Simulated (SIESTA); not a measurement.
# TiB2: equation of state with PBE

TiB2:

```
CELL_PARAMETERS angstrom
3.02920 0.00000 0.00000
-1.51460 2.62336 0.00000
0.00000 0.00000 3.22840
ATOMIC_POSITIONS crystal
Ti 0.00000 0.00000 0.00000
B 0.66667 0.33333 0.50000
B 0.33333 0.66667 0.50000
```

* Program: SIESTA 5.4.2
* Task: equation of state
* Functional: PBE
* Potentials or basis: SG15 1.2 (PBE files) or PseudoDojo by element
* Basis: DZP (energy shift 0.002 Ry)
* Grid cutoff: 800 Ry
* Energy shift: 0.002 Ry
* k mesh: 10 × 10 × 8
* Occupations: fermi-dirac, width 0.05 eV
* Spin: no spin polarisation

* Equilibrium volume: 8.59 Å³/atom
* Bulk modulus at fixed shape and positions: 245 GPa
* Pressure derivative of the bulk modulus: 4.3 (rough: it moves with the points fitted)

Energy against volume, from the lowest point:
```
volume (Å³/atom)  energy (meV/atom)
           8.039              30.55
           8.210              13.95
           8.381               4.01
           8.552               0.00
           8.723               1.25
           8.894               7.40
```

All runs of the series together: 19 min on 1 thread of Arm Neoverse V2, with other jobs on the host.

Caveat: semicore shells carry a single zeta, which can move pressures by several GPa and volumes by a few percent; the cell was scaled at fixed shape and fractional positions, which overstates the stiffness of a crystal with free parameters, most of all of layers and chains; the basis of atomic orbitals isn't converged, which shifts pressures, moduli and gaps.
